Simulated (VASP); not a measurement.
# InAs: As into a neighbouring As vacancy, part 4 of 4

Aim: the barrier for one hop in InAs: As into a neighbouring As vacancy. The start is a cell from a database of measured crystal structures.

VASP 6.6.1; PBE; plane waves and PAW (In, As).

So far. Step 4 (Relax the start): The run ended after 9 ionic steps, 0.092 eV below its first step, once the forces on the free atoms met EDIFFG = -0.05. Step 5 (Relax the end): The run ended after 8 ionic steps, 0.041 eV below its first step, once the forces on the free atoms met EDIFFG = -0.05.

The database entry behind the starting cell differs from later determinations by our own check (about 0.4 % short), so it need not match the best structure at ambient conditions.

### Step 6. Nudged elastic band

Images on a straight line between the ends relax across the path, while springs keep them spaced along it.

INCAR reads:

```
SYSTEM = In8As7
PREC = Normal
ENCUT = 280
EDIFF = 1E-05
NELM = 120
ISMEAR = 1
SIGMA = 0.15
LREAL = Auto
ALGO = Fast
GGA = PE
NBANDS = 44
LWAVE = .FALSE.
LCHARG = .FALSE.
IMAGES = 5
SPRING = -5
IBRION = 3
POTIM = 0.15
NSW = 60
EDIFFG = -0.05
ISYM = 0
ISIF = 0
SMASS = 1
```

POSCAR reads:

```
In8As7
1.0
    0.0000000000      6.2178014454      6.2178014454
    6.2178014454      0.0000000000      6.2178014454
    6.2178014454      6.2178014454      0.0000000000
In As
8 7
Direct
    0.9986942707      0.0009731164      0.0002303663
    0.0005248070      0.9996159138      0.4990761647
    0.9993176268      0.5003965083      0.9993322211
    0.0114241163      0.4971767334      0.4958269066
    0.5006181488      0.9991336437      0.9992670792
    0.4954018032      0.0107456140      0.4973392530
    0.4967682498      0.4976468947      0.0055626734
    0.4994240352      0.4975916835      0.4962995945
    0.3745261003      0.3742623869      0.8742115834
    0.3753916424      0.8752297316      0.3742664821
    0.3738198655      0.8750858101      0.8755051088
    0.8766149694      0.3747272756      0.3742259643
    0.8744202402      0.3755727921      0.8745130874
    0.8740915903      0.8756110331      0.3749752069
    0.8752121501      0.8752640267      0.8743996333
```

KPOINTS reads:

```
Automatic mesh
0
Gamma
3 3 3
0 0 0
```

00/POSCAR reads:

```
In8As7
1.0
    0.0000000000      6.2178014454      6.2178014454
    6.2178014454      0.0000000000      6.2178014454
    6.2178014454      6.2178014454      0.0000000000
In As
8 7
Direct
    0.9986942707      0.0009731164      0.0002303663
    0.0005248070      0.9996159138      0.4990761647
    0.9993176268      0.5003965083      0.9993322211
    0.0114241163      0.4971767334      0.4958269066
    0.5006181488      0.9991336437      0.9992670792
    0.4954018032      0.0107456140      0.4973392530
    0.4967682498      0.4976468947      0.0055626734
    0.4994240352      0.4975916835      0.4962995945
    0.3745261003      0.3742623869      0.8742115834
    0.3753916424      0.8752297316      0.3742664821
    0.3738198655      0.8750858101      0.8755051088
    0.8766149694      0.3747272756      0.3742259643
    0.8744202402      0.3755727921      0.8745130874
    0.8740915903      0.8756110331      0.3749752069
    0.8752121501      0.8752640267      0.8743996333
```

01/POSCAR reads:

```
In8As7
1.0
    0.0000000000      6.2178014454      6.2178014454
    6.2178014454      0.0000000000      6.2178014454
    6.2178014454      6.2178014454      0.0000000000
In As
8 7
Direct
    0.9985165566      0.0006997806      0.0006003439
    0.0005847896      0.9996552230      0.4993291284
    1.0005353628      0.4997784112      0.9990402697
    0.0094389379      0.4978716902      0.4963707453
    0.5000295822      1.0004880308      0.9989451515
    0.4960513604      0.0087473041      0.4979896950
    0.4967750499      0.4974544761      0.0044868385
    0.4989962167      0.4971843116      0.4987200086
    0.3744716619      0.3741581906      0.7912688573
    0.3753618748      0.8750560990      0.3744605828
    0.3736392574      0.8750311159      0.8755908418
    0.8764465966      0.3746921755      0.3743810451
    0.8744695118      0.3753704493      0.8744800098
    0.8741090906      0.8755965448      0.3752587698
    0.8752029756      0.8751475178      0.8745198451
```

02/POSCAR reads:

```
In8As7
1.0
    0.0000000000      6.2178014454      6.2178014454
    6.2178014454      0.0000000000      6.2178014454
    6.2178014454      6.2178014454      0.0000000000
In As
8 7
Direct
    0.9983388425      0.0004264449      0.0009703215
    0.0006447722      0.9996945321      0.4995820921
    1.0017530988      0.4991603140      0.9987483184
    0.0074537595      0.4985666470      0.4969145841
    0.4994410157      1.0018424178      0.9986232238
    0.4967009177      0.0067489942      0.4986401370
    0.4967818501      0.4972620575      0.0034110036
    0.4985683981      0.4967769397      0.5011404227
    0.3744172235      0.3740539942      0.7083261311
    0.3753321071      0.8748824664      0.3746546834
    0.3734586493      0.8749764217      0.8756765748
    0.8762782237      0.3746570753      0.3745361258
    0.8745187834      0.3751681065      0.8744469322
    0.8741265909      0.8755820564      0.3755423326
    0.8751938010      0.8750310088      0.8746400569
```

03/POSCAR reads:

```
In8As7
1.0
    0.0000000000      6.2178014454      6.2178014454
    6.2178014454      0.0000000000      6.2178014454
    6.2178014454      6.2178014454      0.0000000000
In As
8 7
Direct
    0.9981611284      0.0001531091      0.0013402990
    0.0007047548      0.9997338412      0.4998350558
    1.0029708348      0.4985422169      0.9984563670
    0.0054685812      0.4992616038      0.4974584228
    0.4988524491      1.0031968048      0.9983012962
    0.4973504750      0.0047506843      0.4992905790
    0.4967886502      0.4970696389      0.0023351687
    0.4981405796      0.4963695678      0.5035608368
    0.3743627850      0.3739497979      0.6253834050
    0.3753023395      0.8747088338      0.3748487840
    0.3732780412      0.8749217275      0.8757623078
    0.8761098509      0.3746219752      0.3746912066
    0.8745680550      0.3749657636      0.8744138546
    0.8741440912      0.8755675680      0.3758258955
    0.8751846264      0.8749144999      0.8747602687
```

04/POSCAR reads:

```
In8As7
1.0
    0.0000000000      6.2178014454      6.2178014454
    6.2178014454      0.0000000000      6.2178014454
    6.2178014454      6.2178014454      0.0000000000
In As
8 7
Direct
    0.9979834143     -0.0001202267      0.0017102766
    0.0007647374      0.9997731504      0.5000880194
    1.0041885707      0.4979241198      0.9981644156
    0.0034834028      0.4999565606      0.4980022615
    0.4982638825      1.0045511919      0.9979793685
    0.4980000322      0.0027523743      0.4999410210
    0.4967954503      0.4968772203      0.0012593337
    0.4977127611      0.4959621958      0.5059812508
    0.3743083466      0.3738456016      0.5424406788
    0.3752725719      0.8745352012      0.3750428847
    0.3730974331      0.8748670333      0.8758480409
    0.8759414781      0.3745868751      0.3748462874
    0.8746173266      0.3747634208      0.8743807770
    0.8741615914      0.8755530797      0.3761094584
    0.8751754519      0.8747979910      0.8748804805
```

05/POSCAR reads:

```
In8As7
1.0
    0.0000000000      6.2178014454      6.2178014454
    6.2178014454      0.0000000000      6.2178014454
    6.2178014454      6.2178014454      0.0000000000
In As
8 7
Direct
    0.9978057002     -0.0003935624      0.0020802542
    0.0008247200      0.9998124596      0.5003409831
    1.0054063067      0.4973060226      0.9978724643
    0.0014982244      0.5006515174      0.4985461003
    0.4976753160      1.0059055790      0.9976574408
    0.4986495894      0.0007540644      0.5005914630
    0.4968022505      0.4966848017      0.0001834988
    0.4972849425      0.4955548239      0.5084016649
    0.3742539082      0.3737414052      0.4594979526
    0.3752428042      0.8743615686      0.3752369854
    0.3729168250      0.8748123391      0.8759337739
    0.8757731052      0.3745517749      0.3750013681
    0.8746665982      0.3745610780      0.8743476994
    0.8741790917      0.8755385914      0.3763930212
    0.8751662774      0.8746814820      0.8750006923
```

06/POSCAR reads:

```
In8As7
1.0
    0.0000000000      6.2178014454      6.2178014454
    6.2178014454      0.0000000000      6.2178014454
    6.2178014454      6.2178014454      0.0000000000
In As
8 7
Direct
    0.9976279861     -0.0006668982      0.0024502318
    0.0008847026      0.9998517687      0.5005939468
    1.0066240427      0.4966879255      0.9975805129
   -0.0004869540      0.5013464742      0.4990899390
    0.4970867494      1.0072599660      0.9973355131
    0.4992991467     -0.0012442455      0.5012419050
    0.4968090506      0.4964923831     -0.0008923361
    0.4968571240      0.4951474520      0.5108220790
    0.3741994698      0.3736372089      0.3765552265
    0.3752130366      0.8741879360      0.3754310860
    0.3727362169      0.8747576449      0.8760195069
    0.8756047324      0.3745166748      0.3751564489
    0.8747158698      0.3743587352      0.8743146218
    0.8741965920      0.8755241030      0.3766765841
    0.8751571028      0.8745649731      0.8751209041
```

PAW data sets: In and As (PBE family, release 64).

Run with:

```bash
> mpirun -np 5 vasp_std
```

The log of the run:

```text
[banner, memory and clock lines left out]
running    5 mpi-ranks, on    1 nodes
 each image running on    1 cores
[...]
01/POSCAR found :  2 types and      15 ions
 LDA part: xc-table for (Slater+PW92), standard interpolation
[...]
00/POSCAR found :  2 types and      15 ions
[...]
06/POSCAR found :  2 types and      15 ions
 POSCAR, INCAR and KPOINTS ok, starting setup
[...]
entering main loop
       N       E                     dE             d eps       ncg     rms          rms(c)
DAV:   1     0.175946100032E+03    0.17595E+03   -0.13641E+04  1232   0.622E+02
DAV:   2    -0.360852105369E+02   -0.21203E+03   -0.20444E+03  1532   0.127E+02
DAV:   3    -0.544259987401E+02   -0.18341E+02   -0.18103E+02  1524   0.397E+01
DAV:   4    -0.548028108952E+02   -0.37681E+00   -0.37551E+00  1552   0.640E+00
[...]
RMM:  11    -0.525626937578E+02   -0.34044E-04   -0.35624E-03  1232   0.181E-01    0.522E-02
RMM:  12    -0.525626201284E+02    0.73629E-04   -0.46955E-04  1257   0.733E-02    0.407E-02
RMM:  13    -0.525626148286E+02    0.52998E-05   -0.95283E-05  1263   0.333E-02
   1 F= -.52562615E+02 E0= -.52561384E+02  d E =-.525626E+02
[... from here on, the cycles between the ionic steps are left out ...]
   2 F= -.53697273E+02 E0= -.53695153E+02  d E =-.113466E+01
   6 F= -.53792152E+02 E0= -.53789430E+02  d E =0.406128E-01
  11 F= -.53737199E+02 E0= -.53735797E+02  d E =0.208816E-03
  16 F= -.53766433E+02 E0= -.53765982E+02  d E =-.838860E-02
  21 F= -.53816696E+02 E0= -.53816240E+02  d E =-.109240E-01
  26 F= -.53875479E+02 E0= -.53874614E+02  d E =-.119568E-01
  31 F= -.53935093E+02 E0= -.53933734E+02  d E =-.118391E-01
  36 F= -.53991920E+02 E0= -.53990026E+02  d E =-.110203E-01
  41 F= -.54043160E+02 E0= -.54040736E+02  d E =-.983393E-02
  46 F= -.54088680E+02 E0= -.54085751E+02  d E =-.842065E-02
  51 F= -.54128002E+02 E0= -.54124675E+02  d E =-.772436E-02
  56 F= -.54174590E+02 E0= -.54171082E+02  d E =-.114062E-01
  59 F= -.54219571E+02 E0= -.54216222E+02  d E =-.168853E-01
  60 F= -.54238458E+02 E0= -.54235241E+02  d E =-.188874E-01
damped:  g(F)=  0.610E+00 g(S)=  0.000E+00 dE (1.order)=-0.103E+01
```

The job ended after 16 min (5 MPI ranks of AMD EPYC 9R45, shared host; peak memory 1.1 GiB).

Parts of OUTCAR (step 6):

```text
  tangential force (eV/A)        -0.318079
  left and right image   1.523773  1.280506 A

  tangential force (eV/A)        -0.209690
  left and right image   1.517344  1.240270 A

 k-point     1 :       0.0000    0.0000    0.0000
  band No.  band energies     occupation
    ...
     26       1.4736      2.00000
     27       1.9455      2.00000
     28       1.9470      2.00000
     29       1.9959      2.00000
     30       2.5176      1.87108
     31       2.9482     -0.00697
     32       3.0162     -0.00096
     33       3.1040     -0.00004
     34       3.6217     -0.00000
     35       3.7619     -0.00000
    ...

 POSITION                                       TOTAL-FORCE (eV/Angst)
 -----------------------------------------------------------------------------------
     -0.00307      6.20955      6.25385        -0.019224     -0.017267     -0.025622
      9.26706      3.04985      6.15290        -0.040143     -0.040985      0.033125
      9.15375      5.98798      3.09629         0.024822     -0.116538     -0.077489
      6.12785      3.23106      3.18522        -0.078941     -0.053395     -0.000661
      5.98994      9.15317      3.09809        -0.114707      0.024339     -0.074583
      3.22815      6.13276      3.17959        -0.057898     -0.080592     -0.003691
      2.78217      2.77903      5.70256        -0.096903     -0.099639      0.068698
      6.15262      6.15503      6.79607         0.107139      0.108457     -0.079602
      7.09336      7.09193      4.47468         0.566691      0.567995      0.228653
      7.79534      4.44236      7.96949        -0.078175     -0.004606     -0.043882
     10.68046      7.75694      7.57792        -0.063347     -0.074158     -0.003496
      4.44089      7.79743      7.97103        -0.001228     -0.086735     -0.048532
      7.75807     10.67442      7.57936        -0.077188     -0.056879      0.001623
      7.73001      7.72981     10.83011        -0.023490     -0.022878     -0.005219
     10.85069     10.85019     10.89806        -0.047407     -0.047120      0.030678
 -----------------------------------------------------------------------------------
    total drift:                                0.016700      0.021676      0.023721

  FREE ENERGIE OF THE ION-ELECTRON SYSTEM (eV)
  ---------------------------------------------------
  free  energy   TOTEN  =       -54.2384579759 eV

  energy  without entropy=      -54.2288074395  energy(sigma->0) =      -54.23524113

  tangential force (eV/A)        -0.110392
  left and right image   1.508719  1.199612 A

[... 5 parts as in an earlier step ...]

[... 10 further parts left out ...]
[key lines of the parts left out:]
E-fermi :   2.6131
```

CONTCAR:

```
In8As7
   1.00000000000000
     0.0000000000000000    6.2178014454000001    6.2178014454000001
     6.2178014454000001    0.0000000000000000    6.2178014454000001
     6.2178014454000001    6.2178014454000001    0.0000000000000000
  In              As
     8     7
Direct
     1.0024815023610878    0.0033157865984228   -0.0038092944529209
    -0.0051719955027383    0.9947333454386241    0.4956746287947262
    -0.0055875670921339    0.5035586258264881    0.9686250073733779
     0.0231942664718297    0.4890806640082839    0.4964523676462710
     0.5034991372707852   -0.0052378715610235    0.9685914755398989
     0.4892561062307331    0.0221128269166815    0.4970660452301804
     0.4583145384661743    0.4588192733224929   -0.0113665402038578
     0.5466948368831698    0.5463078906120591    0.4432094415697175
     0.3597134739368992    0.3599429023036870    0.7808712821135378
     0.3712330181098181    0.9104892948339820    0.3432245250042765
     0.3742807026057757    0.8444658542485467    0.8732565690140561
     0.9108988681166381    0.3710711128828200    0.3431507297536330
     0.8440051030049808    0.3749721470863723    0.8727467150620448
     0.8708796293400212    0.8709108158449949    0.3722949459343353
     0.8763194867879344    0.8764003909681662    0.8687005220539895
```

The band used up its steps before its forces met the threshold, so no barrier is taken from it.

### Step 7. Outcome

| Property | Result |
| --- | --- |
| result | none |

In words: The session ends without its result: «nudged elastic band» used up its steps.

[Lines on the potential files, build, host, timing and source positions are cut from VASP's logs without a mark.]

[Logs are printed without paths, hosts, clocks, repeated set-up lines and the standing remarks that a program may print on its own settings, such as how far it seeks lower states.]

[Hosts, paths, dates, database ids (printed as entryN), source tags and the programs' standing remarks are cut or masked in the printed files.]

[Runs that stopped without an error message from VASP are left out.]
